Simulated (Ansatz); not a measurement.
Relaxed sheet of InSe, cell area A = 14.042 Å²:

```yaml
crystal:
  lattice:
    - [4.02663, 0.00000, 0.00000]
    - [-2.01332, 3.48717, 0.00000]
    - [0.00000, 0.00000, 36.72257]
  periodic: [true, true, false]
  atoms:
    - { symbol: Se, position: [0.33333, 0.66667, 0.42667] }
    - { symbol: In, position: [0.00000, 0.00000, 0.46195] }
    - { symbol: In, position: [0.00000, 0.00000, 0.53805] }
    - { symbol: Se, position: [0.33333, 0.66667, 0.57333] }
```

Method: Ansatz, DFT PBE+D3(BJ), scalar-relativistic, plane waves, PAW. Plane waves to 420 eV, a k mesh through Γ of 12×12×1 on the computed 4-atom cell and Gaussian smearing (0.02 eV); no spin polarisation. The sheet is isolated along c (Coulomb cut-off).

Under strain along y with x held, atoms relaxed, stress positive in compression; ΔE is the free energy at this smearing, of which the stress is the derivative:

| strain (%) | σxx (N/m) | σyy (N/m) | ΔE (meV/cell) | thickness (Å) |
| --- | --- | --- | --- | --- |
| -2 | 0.320 | 1.085 | 9.43 | 5.428 |
| +2 | -0.266 | -1.006 | 8.96 | 5.344 |

**Question.** Which in-plane elastic constants follow from the stresses?

**Answer.** Central differences over Δε = 0.04 give C22 = 52.3 N/m from the stress along the strain and C12 = 14.7 N/m from the stress across it. The sheet is hexagonal, so C22 = C11: Poisson's ratio is C12/C11 = 0.28, Young's modulus (C11² − C12²)/C11 = 48 N/m and the shear modulus (C11 − C12)/2 = 18.8 N/m.

**Question.** Do the energies agree?

**Answer.** The second difference [ΔE(−ε) + ΔE(+ε)]/(A·ε²) = (9.43 + 8.96) meV/(14.042 Å² × 0.0004) × 16.02 N/m per eV/Å² = 52.5 N/m should equal C22 = 52.3 N/m; they differ by 0.3 %, so the two routes agree. The stress in compression and in tension differ in size because of the third-order constants.

**Question.** The unstrained thickness between the outer atoms is 5.385 Å. How does it respond?

**Answer.** d ln t/dε = (5.344 − 5.428)/(5.385 × 0.04) = -0.39: the sheet thins as it is stretched, as its bonds turn towards the plane.

**Question.** The gap on the k mesh is 1.790 eV at −2 %, 1.629 eV unstrained and 1.448 eV at +2 %. What is its slope?

**Answer.** On the stretched side -91 meV a percent, on the compressed side -81 meV a percent.

The InSe sheet is soft in its plane, with C11 = 52.3 N/m, well below graphene or MoS2. Its puckered In–Se network can take up strain largely by opening bond angles, which costs less than stretching bonds, while the In–In bonds stand normal to the sheet and carry little in-plane load directly. The same hinge-like motion accounts for the thinning under tension.

The gap narrows throughout from compression to tension. The conduction-band minimum of InSe is antibonding between In s and Se p states, so weaker In–Se overlap in the stretched sheet probably lowers it; the gaps alone do not show how much the valence edge contributes. The unstrained gap of 1.629 eV is well below the quasiparticle gap expected for a monolayer, since a semilocal functional lacks the derivative discontinuity and the nonlocal screened exchange that open it. The direction of the strain response is therefore better supported than the absolute gap.
